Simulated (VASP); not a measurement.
# MoS2 (strained 2H (MoS2) bulk): one PBE single-point calculation in two programs

```xyz
6
Lattice="3.1730 0.0000 0.0000 -1.5865 2.7479 0.0000 0.0000 0.0000 12.3115" Properties=species:S:1:pos:R:3 pbc="T T T"
Mo    0.0000    1.8319    3.0779
Mo    1.5865    0.9160    9.2337
S     1.5865    0.9160    4.6324
S     1.5865    0.9160    1.5234
S     0.0000    1.8319   10.7881
S     0.0000    1.8319    7.6792
```

Datasets and cutoffs are each program's own. VASP's cell holds 52 valence electrons and Ansatz's 52. Ansatz's stress includes a Pulay correction; VASP's doesn't.

Cutoffs: 520 eV in VASP, 420 eV in Ansatz. k meshes: 12×12×2 and 12×12×2.

```json
{"": "gap between bands v and c", "VASP": "0.89 eV", "Ansatz": "0.87 eV"}
{"": "least direct gap", "VASP": "1.63 eV", "Ansatz": "1.63 eV"}
{"": "pressure", "VASP": "2.5 GPa", "Ansatz": "2.7 GPa"}
{"": "largest force", "VASP": "0.10 eV/Å", "Ansatz": "0.11 eV/Å"}
```

Band v is the last that the valence electrons fill when counted band by band, and c is the next. Levels in eV from the top of v, Ansatz:

```tsv
point	v−1	v	c	c+1
Γ	-1.14	0.00	2.06	2.06
M	-1.44	-1.31	1.54	1.58
K	-0.82	-0.66	0.97	0.97
A	-0.27	-0.27	2.06	2.06
L	-1.36	-1.36	1.56	1.56
H	-0.75	-0.75	0.97	0.97
```

VASP:

| point | v−1 | v | c | c+1 |
| --- | --- | --- | --- | --- |
| Γ | -1.13 | 0.00 | 2.07 | 2.07 |
| M | -1.43 | -1.30 | 1.55 | 1.60 |
| K | -0.80 | -0.65 | 0.98 | 0.98 |
| A | -0.27 | -0.27 | 2.07 | 2.07 |
| L | -1.35 | -1.35 | 1.57 | 1.57 |
| H | -0.73 | -0.73 | 0.99 | 0.99 |

Forces (eV/Å), VASP:

```tsv
atom	Fx	Fy	Fz
Mo	0.000	0.000	0.000
Mo	0.000	0.000	0.000
S	0.000	0.000	0.102
S	0.000	0.000	-0.102
S	0.000	0.000	0.102
S	0.000	0.000	-0.102
```

Ansatz:

| atom | Fx | Fy | Fz |
| --- | --- | --- | --- |
| Mo | 0.000 | 0.000 | 0.000 |
| Mo | 0.000 | 0.000 | 0.000 |
| S | 0.000 | 0.000 | 0.115 |
| S | 0.000 | 0.000 | -0.115 |
| S | 0.000 | 0.000 | 0.115 |
| S | 0.000 | 0.000 | -0.115 |
